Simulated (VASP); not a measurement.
# PtS2 (P-3m1) in VASP: a series of runs

One crystal, PtS2, is run at these levels: PBE; tasks: G0W0 quasiparticle levels.

All numbers are computed with VASP 6.6.1; they aren't measurements. Logs are shortened: lines on timing, memory, paths and dates and some standing lists are left out, and cuts for length are marked.

## 1. The structure

The structure is trigonal, space group P-3m1 (No. 164). Conventional cell: a = 3.543 Å, b = 3.543 Å, c = 5.039 Å, α = 90.00°, β = 90.00°, γ = 120.00°. Pt (site symmetry -3m) has 6 S at 2.34 Å as nearest neighbours. Around S (site symmetry 3m) lie 3 Pt at 2.34 Å.

## 2. G0W0 quasiparticle levels, PBE

Contents of POSCAR:

```
PtS2
1.0
    3.5432000000      0.0000000000      0.0000000000
   -1.7716000000      3.0685012107      0.0000000000
    0.0000000000      0.0000000000      5.0388000000
Pt S
1 2
Direct
    0.0000000000      0.0000000000      0.0000000000
    0.6666666667      0.3333333333      0.7730000000
    0.3333333333      0.6666666667      0.2270000000
```

Contents of INCAR.step1:

```
ALGO = Normal
EDIFF = 1E-8
ENCUT = 450
GGA = PE
ISMEAR = 0
LASPH = T
LCHARG = F
LREAL = F
LWAVE = T
NELM = 80
PREC = Accurate
SIGMA = 0.01
```

Contents of INCAR.step2:

```
ALGO = Exact
EDIFF = 1E-8
ENCUT = 450
GGA = PE
ISMEAR = 0
ISTART = 1
LASPH = T
LCHARG = F
LOPTICS = T
LREAL = F
LWAVE = T
NBANDS = 43
NELM = 1
PREC = Accurate
SIGMA = 0.01
```

Contents of INCAR.step3:

```
ALGO = EVGW0
EDIFF = 1E-8
ENCUT = 450
ENCUTGW = 50
GGA = PE
ISMEAR = 0
ISTART = 1
LASPH = T
LCHARG = F
LREAL = F
LWAVE = F
NBANDS = 43
NBANDSGW = 19
NELMGW = 1
NOMEGA = 48
PREC = Accurate
PRECFOCK = Fast
SIGMA = 0.01
```

Contents of KPOINTS:

```
k-points
0
Gamma
  3 3 2
```

Potentials or basis: VASP PAW PBE potentials, release 64 (Pt_GW, S_GW).

Started as:

```sh
cat potpaw_PBE.64/Pt_GW/POTCAR potpaw_PBE.64/S_GW/POTCAR > POTCAR
cp INCAR.step1 INCAR
mpirun -np 1 vasp_std > vasp.out
cp INCAR.step2 INCAR
mpirun -np 1 vasp_std > vasp.out
cp INCAR.step3 INCAR
mpirun -np 1 vasp_std > vasp.out
```

OUTCAR:

```text
EDIFF = 1E-8
   ENCUT = 450
   ENCUTGW = 50
   GGA = PE
   ISMEAR = 0
   ISTART = 1
   LASPH = T
   LREAL = F
   NELMGW = 1
   PREC = Accurate
   PRECFOCK = Fast

 Found      6 irreducible k-points:

 Following reciprocal coordinates:
            Coordinates               Weight
  0.000000  0.000000  0.000000      1.000000
  0.333333 -0.000000  0.000000      6.000000
  0.333333  0.333333  0.000000      2.000000
  0.000000  0.000000  0.500000      1.000000
  0.333333 -0.000000  0.500000      6.000000
  0.333333  0.333333  0.500000      2.000000
   k-points           NKPTS =      6   k-points in BZ     NKDIM =     18   number of bands    NBANDS=     43
   number of dos      NEDOS =    301   number of ions     NIONS =      3
   total plane-waves  NPLWV =  28224
   dimension x,y,z NGX =    28 NGY =   28 NGZ =   36
   dimension x,y,z NGXF=    56 NGYF=   56 NGZF=   72
   ions per type =               1   2
   NGX,Y,Z   is equivalent  to a cutoff of  13.14, 13.14, 11.88 a.u.
   NGXF,Y,Z  is equivalent  to a cutoff of  26.28, 26.28, 23.76 a.u.
 SYSTEM =  unknown system
   PREC   = accura    normal or accurate (medium, high low for compatibility)
   ISTART =      1    job   : 0-new  1-cont  2-samecut
   ICHARG =      0    charge: 1-file 2-atom 10-const
   ISPIN  =      1    spin polarized calculation?
   LNONCOLLINEAR =      F non collinear calculations
   LSORBIT =      F    spin-orbit coupling
   LASPH  =      T    aspherical Exc in radial PAW
   ENCUT  =  450.0 eV  33.07 Ry    5.75 a.u.   6.13  6.13  8.72*2*pi/ulx,y,z
   NELM   =     60;   NELMIN=  2; NELMDL=  0     # of ELM steps
   EDIFF  = 0.1E-07   stopping-criterion for ELM
   LREAL  =      F    real-space projection
   EDIFFG = 0.1E-06   stopping-criterion for IOM
   NSW    =      0    number of steps for IOM
   IBRION =     -1    ionic relax: 0-MD 1-quasi-New 2-CG
   NFREE  =      0    steps in history (QN), initial steepest desc. (CG)
   ISIF   =      0    stress and relaxation
   ISYM   =      3    0-nonsym 1-usesym 2-fastsym
   POTIM  = 0.5000    time-step for ionic-motion
   TEBEG  =    0.0;   TEEND  =   0.0 temperature during run
   PSTRESS=    0.0 pullay stress
   NELECT =      22.0000    total number of electrons
   NUPDOWN=      -1.0000    fix difference up-down
   EMIN   =  10.00;   EMAX   =-10.00  energy-range for DOS
   EFERMI =   0.00;   METHOD = LEGACY
   ISMEAR =     0;   SIGMA  =   0.01  broadening in eV -4-tet -1-fermi 0-gaus
   EFERMI_NEDOS =   21; number of points for ismear=-14 and -15
   IALGO  =     38    algorithm
   IMIX   =      4    mixing-type and parameters
     AMIX     =   0.40;   BMIX     =  1.00
     AMIX_MAG =   1.60;   BMIX_MAG =  1.00
  volume/ion in A,a.u.               =      18.26       123.23
  Fermi-wavevector in a.u.,A,eV,Ry     =   1.207812  2.282434 19.848315  1.458810
  Thomas-Fermi vector in A             =   2.343439
   LORBIT       =      0    0 simple, 1 ext, 2 COOP (PROOUT), +10 PAW based schemes
   GGA     = PE    functional components
   LHFCALC =     T    Hartree Fock is set to
   PRECFOCK=fast      Normal, Fast or Accurate (Low or Medium for compatibility)
   ENCUT4O =  -1.0   cutoff for four orbital integrals eV
   NKREDX  =     1    reduce k-point grid by
   NKREDY  =     1    reduce k-point grid by
   NKREDZ  =     1    reduce k-point grid by
   AEXX    =    1.0000 exact exchange contribution
   HFSCREEN=    0.0000 screening length (either q_TF or 0.3 A-1)
   HFSCREENC=   0.0000 screening length for correlation (either q_TF or 0.3 A-1)
   ENCUTFOCK=  -1.0 apply spherical cutoff to Coloumb kernel
   IVDW    =     0    specifies the selected vdW correction
   LEPSILON=     F    determine dielectric tensor
   LRPA    =     F    only Hartree local field effects (RPA)
   LRPAFORCE           =     F    calculate RPA forces
   ENCUTGW             =  50.0    cutoff for response function in eV
   ENCUTGWSOFT         =  40.0    soft cutoff for Coulomb kernel in GW response function in eV
   ENCUTLF             =  -1.0    cutoff for local field effects
   NELMGW              =     1    number of iterations in solving QP/BSE equation
   NELMHF              =     1    number of iterations in the inner HF iteration
   NKREDLFX            =     1    NKREDLFY  =   1   NKREDLFZ  =   1
 non-spin polarized calculation
 Gauss-broadening in eV      SIGMA  =   0.01
  energy-cutoff  :      450.00
  volume of cell :       54.78
 maximum number of plane-waves:      1206
 NGX is ok and might be reduce to    28
  NGX = 14; NGY = 14; NGZ = 20
   NGX = 13   NGY = 13   NGZ = 17
 maximum number of plane-waves:        48
 NGX is ok and might be reduce to    10

 QP shifts <psi_nk| G(iteration)W_0 |psi_nk>: iteration 1
 for sc-GW calculations column KS-energies equals QP-energies in previous step
 and V_xc(KS)=  KS-energies - (<T + V_ion + V_H > + <T+V_H+V_ion>^1  + <V_x>^1)

 k-point   1 :       0.0000    0.0000    0.0000
  band No.  KS-energies  QP-energies   sigma(KS)   V_xc(KS)     V^pw_x(r,r')   Z            occupation Imag(sigma)

      1      -8.8583      -8.6195     -12.8056     -13.1655     -21.5013       0.6634       2.0000       1.6033
      2      -5.6146      -5.5362     -13.9050     -14.0187     -21.2108       0.6892       2.0000       1.0432
      3      -0.3200      -0.1898     -12.9682     -13.1494     -18.0534       0.7185       2.0000       0.4491
      4      -0.3200      -0.1898     -12.9682     -13.1494     -18.0534       0.7185       2.0000       0.4491
      5      -0.2003      -0.3244     -12.1620     -11.9905     -17.6611       0.7233       2.0000       0.7426
      6       2.7428       2.7966     -12.8513     -12.9259     -18.0349       0.7216       2.0000       0.3071
[... 11 lines left out ...]
     18      18.6470      19.9593     -10.0260     -11.6953      -5.1189       0.7861       0.0000      -0.5184
     19      19.2651      20.6269     -10.5999     -12.3676      -5.7558       0.7704       0.0000      -0.5232

 k-point   2 :       0.3333   -0.0000    0.0000
  band No.  KS-energies  QP-energies   sigma(KS)   V_xc(KS)     V^pw_x(r,r')   Z            occupation Imag(sigma)

      1      -7.5812      -7.4601     -13.2720     -13.4560     -21.3453       0.6584       2.0000       1.2903
      2      -6.2610      -6.1269     -13.7830     -13.9836     -21.4274       0.6688       2.0000       1.0520
      3      -0.0553      -0.0957     -12.5804     -12.5255     -17.7631       0.7351       2.0000       0.5783
      4       0.3857       0.5550     -13.0091     -13.2407     -17.8005       0.7312       2.0000       0.3985
      5       1.1780       1.2363     -12.7441     -12.8228     -17.2469       0.7410       2.0000       0.4346
      6       1.2905       1.2029     -12.4329     -12.3145     -17.2889       0.7398       2.0000       0.4940
[... 11 lines left out ...]
     18      16.1436      17.2742     -10.1746     -11.6411      -5.5200       0.7709       0.0000      -0.3646
     19      17.8730      18.9695      -9.9237     -11.3349      -5.0558       0.7770       0.0000      -0.4570
[... 50 lines left out ...]
      1      -7.3619      -7.2264     -13.4159     -13.6215     -21.3837       0.6589       2.0000       1.1967
      2      -6.5042      -6.3942     -13.6160     -13.7809     -21.3647       0.6664       2.0000       1.1355
      3      -0.3931      -0.4902     -12.3944     -12.2618     -17.6138       0.7325       2.0000       0.6315
      4       0.3379       0.4993     -12.9842     -13.2054     -17.8062       0.7296       2.0000       0.4091
      5       0.6665       0.6735     -12.6452     -12.6546     -17.2438       0.7424       2.0000       0.5152
      6       2.1208       2.1158     -12.7390     -12.7321     -17.8248       0.7270       2.0000       0.3868
[... 11 lines left out ...]
     18      17.0657      18.4636     -10.5478     -12.3498      -5.8193       0.7757       0.0000      -0.4680
     19      18.1413      19.2823     -10.0841     -11.5430      -5.2774       0.7821       0.0000      -0.4681

 k-point   6 :       0.3333    0.3333    0.5000
  band No.  KS-energies  QP-energies   sigma(KS)   V_xc(KS)     V^pw_x(r,r')   Z            occupation Imag(sigma)

      1      -6.5646      -6.4394     -13.7223     -13.9108     -21.4620       0.6642       2.0000       1.0813
      2      -6.5646      -6.4394     -13.7223     -13.9108     -21.4620       0.6642       2.0000       1.0813
      3       0.1604       0.0477     -12.4088     -12.2549     -17.2951       0.7321       2.0000       0.5056
      4       0.1604       0.0477     -12.4088     -12.2549     -17.2951       0.7321       2.0000       0.5056
      5       0.2052       0.2633     -12.7107     -12.7892     -17.2706       0.7414       2.0000       0.5336
      6       2.3307       2.5351     -12.9905     -13.2671     -17.4454       0.7390       2.0000       0.3668
[... 11 lines left out ...]
     18      17.2992      18.3069      -9.8436     -11.1543      -5.1629       0.7688       0.0000      -0.3584
     19      17.2992      18.3069      -9.8436     -11.1543      -5.1629       0.7688       0.0000      -0.3584
```

Wall time 70 s (1 thread of Intel Xeon Platinum 8488C (Sapphire Rapids), shared host); peak memory 0.36 GiB.

These settings aren't checked as converged: the numbers below hold their error.

Results:

| Quantity | Value |
| --- | --- |
| Band gap on the k mesh, mean-field level | 1.18 eV, indirect (least direct gap 2.40 eV) |
| Quasiparticle gap | 1.75 eV |
| Least direct quasiparticle gap | 3.13 eV |

Caveat: the k mesh is coarse (spacing up to 0.68 Å⁻¹), so the values aren't converged; bands, screening cutoff and mesh are small and nothing is extrapolated, so the quasiparticle values aren't converged; spin-orbit coupling is left out, which moves the levels of the heavy elements; an odd mesh through Γ misses points on the zone boundary, where band edges often lie.

## 3. G0W0 quasiparticle levels, PBE

POSCAR is that of step 2.

INCAR.step1 is that of step 2.

INCAR.step2 is that of step 2.

Changes to INCAR.step3 since step 2:

```diff
@@ -3,3 +3,3 @@
 ENCUT = 450
-ENCUTGW = 50
+ENCUTGW = 75
 GGA = PE
```

KPOINTS is that of step 2.

Potentials or basis: VASP PAW PBE potentials, release 64 (Pt_GW, S_GW).

Started as:

```sh
cat potpaw_PBE.64/Pt_GW/POTCAR potpaw_PBE.64/S_GW/POTCAR > POTCAR
cp INCAR.step1 INCAR
mpirun -np 1 vasp_std > vasp.out
cp INCAR.step2 INCAR
mpirun -np 1 vasp_std > vasp.out
cp INCAR.step3 INCAR
mpirun -np 1 vasp_std > vasp.out
```

OUTCAR:

```text
EDIFF = 1E-8
   ENCUT = 450
   ENCUTGW = 75
   GGA = PE
   ISMEAR = 0
   ISTART = 1
   LASPH = T
   LREAL = F
   NELMGW = 1
   PREC = Accurate
   PRECFOCK = Fast

 Found      6 irreducible k-points:

 Following reciprocal coordinates:
            Coordinates               Weight
  0.000000  0.000000  0.000000      1.000000
  0.333333 -0.000000  0.000000      6.000000
  0.333333  0.333333  0.000000      2.000000
  0.000000  0.000000  0.500000      1.000000
  0.333333 -0.000000  0.500000      6.000000
  0.333333  0.333333  0.500000      2.000000
   k-points           NKPTS =      6   k-points in BZ     NKDIM =     18   number of bands    NBANDS=     43
   number of dos      NEDOS =    301   number of ions     NIONS =      3
   total plane-waves  NPLWV =  28224
   dimension x,y,z NGX =    28 NGY =   28 NGZ =   36
   dimension x,y,z NGXF=    56 NGYF=   56 NGZF=   72
   ions per type =               1   2
   NGX,Y,Z   is equivalent  to a cutoff of  13.14, 13.14, 11.88 a.u.
   NGXF,Y,Z  is equivalent  to a cutoff of  26.28, 26.28, 23.76 a.u.
 SYSTEM =  unknown system
   PREC   = accura    normal or accurate (medium, high low for compatibility)
   ISTART =      1    job   : 0-new  1-cont  2-samecut
   ICHARG =      0    charge: 1-file 2-atom 10-const
   ISPIN  =      1    spin polarized calculation?
   LNONCOLLINEAR =      F non collinear calculations
   LSORBIT =      F    spin-orbit coupling
   LASPH  =      T    aspherical Exc in radial PAW
   ENCUT  =  450.0 eV  33.07 Ry    5.75 a.u.   6.13  6.13  8.72*2*pi/ulx,y,z
   NELM   =     60;   NELMIN=  2; NELMDL=  0     # of ELM steps
   EDIFF  = 0.1E-07   stopping-criterion for ELM
   LREAL  =      F    real-space projection
   EDIFFG = 0.1E-06   stopping-criterion for IOM
   NSW    =      0    number of steps for IOM
   IBRION =     -1    ionic relax: 0-MD 1-quasi-New 2-CG
   NFREE  =      0    steps in history (QN), initial steepest desc. (CG)
   ISIF   =      0    stress and relaxation
   ISYM   =      3    0-nonsym 1-usesym 2-fastsym
   POTIM  = 0.5000    time-step for ionic-motion
   TEBEG  =    0.0;   TEEND  =   0.0 temperature during run
   PSTRESS=    0.0 pullay stress
   NELECT =      22.0000    total number of electrons
   NUPDOWN=      -1.0000    fix difference up-down
   EMIN   =  10.00;   EMAX   =-10.00  energy-range for DOS
   EFERMI =   0.00;   METHOD = LEGACY
   ISMEAR =     0;   SIGMA  =   0.01  broadening in eV -4-tet -1-fermi 0-gaus
   EFERMI_NEDOS =   21; number of points for ismear=-14 and -15
   IALGO  =     38    algorithm
   IMIX   =      4    mixing-type and parameters
     AMIX     =   0.40;   BMIX     =  1.00
     AMIX_MAG =   1.60;   BMIX_MAG =  1.00
  volume/ion in A,a.u.               =      18.26       123.23
  Fermi-wavevector in a.u.,A,eV,Ry     =   1.207812  2.282434 19.848315  1.458810
  Thomas-Fermi vector in A             =   2.343439
   LORBIT       =      0    0 simple, 1 ext, 2 COOP (PROOUT), +10 PAW based schemes
   GGA     = PE    functional components
   LHFCALC =     T    Hartree Fock is set to
   PRECFOCK=fast      Normal, Fast or Accurate (Low or Medium for compatibility)
   ENCUT4O =  -1.0   cutoff for four orbital integrals eV
   NKREDX  =     1    reduce k-point grid by
   NKREDY  =     1    reduce k-point grid by
   NKREDZ  =     1    reduce k-point grid by
   AEXX    =    1.0000 exact exchange contribution
   HFSCREEN=    0.0000 screening length (either q_TF or 0.3 A-1)
   HFSCREENC=   0.0000 screening length for correlation (either q_TF or 0.3 A-1)
   ENCUTFOCK=  -1.0 apply spherical cutoff to Coloumb kernel
   IVDW    =     0    specifies the selected vdW correction
   LEPSILON=     F    determine dielectric tensor
   LRPA    =     F    only Hartree local field effects (RPA)
   LRPAFORCE           =     F    calculate RPA forces
   ENCUTGW             =  75.0    cutoff for response function in eV
   ENCUTGWSOFT         =  60.0    soft cutoff for Coulomb kernel in GW response function in eV
   ENCUTLF             =  -1.0    cutoff for local field effects
   NELMGW              =     1    number of iterations in solving QP/BSE equation
   NELMHF              =     1    number of iterations in the inner HF iteration
   NKREDLFX            =     1    NKREDLFY  =   1   NKREDLFZ  =   1
 non-spin polarized calculation
 Gauss-broadening in eV      SIGMA  =   0.01
  energy-cutoff  :      450.00
  volume of cell :       54.78
 maximum number of plane-waves:      1206
 NGX is ok and might be reduce to    28
  NGX = 14; NGY = 14; NGZ = 20
   NGX = 13   NGY = 13   NGZ = 17
 maximum number of plane-waves:        97
 NGX is ok and might be reduce to    10

 QP shifts <psi_nk| G(iteration)W_0 |psi_nk>: iteration 1
 for sc-GW calculations column KS-energies equals QP-energies in previous step
 and V_xc(KS)=  KS-energies - (<T + V_ion + V_H > + <T+V_H+V_ion>^1  + <V_x>^1)

 k-point   1 :       0.0000    0.0000    0.0000
  band No.  KS-energies  QP-energies   sigma(KS)   V_xc(KS)     V^pw_x(r,r')   Z            occupation Imag(sigma)

      1      -8.8583      -8.6060     -12.7830     -13.1655     -21.5013       0.6595       2.0000       1.6488
      2      -5.6146      -5.5053     -13.8587     -14.0187     -21.2108       0.6832       2.0000       1.0640
      3      -0.3200      -0.2038     -12.9875     -13.1494     -18.0534       0.7175       2.0000       0.4707
      4      -0.3200      -0.2038     -12.9875     -13.1494     -18.0534       0.7175       2.0000       0.4707
      5      -0.2003      -0.3054     -12.1362     -11.9905     -17.6611       0.7205       2.0000       0.7649
      6       2.7428       2.8298     -12.8047     -12.9259     -18.0349       0.7178       2.0000       0.3162
[... 11 lines left out ...]
     18      18.6470      19.9332     -10.0563     -11.6953      -5.1189       0.7847       0.0000      -0.5311
     19      19.2651      20.6076     -10.6189     -12.3676      -5.7558       0.7677       0.0000      -0.5343
[... 96 lines left out ...]
      1      -6.5646      -6.4257     -13.6997     -13.9108     -21.4620       0.6581       2.0000       1.1079
      2      -6.5646      -6.4257     -13.6997     -13.9108     -21.4620       0.6581       2.0000       1.1079
      3       0.1604       0.0638     -12.3871     -12.2549     -17.2951       0.7299       2.0000       0.5185
      4       0.1604       0.0638     -12.3871     -12.2549     -17.2951       0.7299       2.0000       0.5185
      5       0.2052       0.2454     -12.7347     -12.7892     -17.2706       0.7391       2.0000       0.5536
      6       2.3307       2.5214     -13.0082     -13.2671     -17.4454       0.7368       2.0000       0.3778
[... 11 lines left out ...]
     18      17.2992      18.3060      -9.8432     -11.1543      -5.1629       0.7679       0.0000      -0.3582
     19      17.2992      18.3060      -9.8432     -11.1543      -5.1629       0.7679       0.0000      -0.3582
```

OUTCAR.step1:

```text
EDIFF = 1E-8
   ENCUT = 450
   GGA = PE
   ISMEAR = 0
[... 219 lines left out ...]
      0.00000      0.00000      0.00000         0.000000      0.000000      0.000000
      1.77160      1.02283      3.89499        -0.000000      0.000000     -1.151666
     -0.00000      2.04567      1.14381        -0.000000      0.000000      1.151666
 -----------------------------------------------------------------------------------
    total drift:                                0.000000     -0.000000      0.000000

  FREE ENERGIE OF THE ION-ELECTRON SYSTEM (eV)
  ---------------------------------------------------
  free  energy   TOTEN  =       -15.3524392700 eV

  energy  without entropy=      -15.3524392700  energy(sigma->0) =      -15.35243927
```

Wall time 69 s (1 thread of Intel Xeon Platinum 8488C (Sapphire Rapids), shared host); peak memory 0.36 GiB.

These settings aren't checked as converged: the numbers below hold their error.

What came out:

```yaml
Band_gap_on_the_k_mesh_mean-field_level: 1.18 eV, indirect (least direct gap 2.40 eV)
Quasiparticle_gap: 1.80 eV
Least_direct_quasiparticle_gap: 3.15 eV
```

Caveat: the k mesh is coarse (spacing up to 0.68 Å⁻¹), so the values aren't converged; bands, screening cutoff and mesh are small and nothing is extrapolated, so the quasiparticle values aren't converged; spin-orbit coupling is left out, which moves the levels of the heavy elements; an odd mesh through Γ misses points on the zone boundary, where band edges often lie.

[end of part 1 of 2]
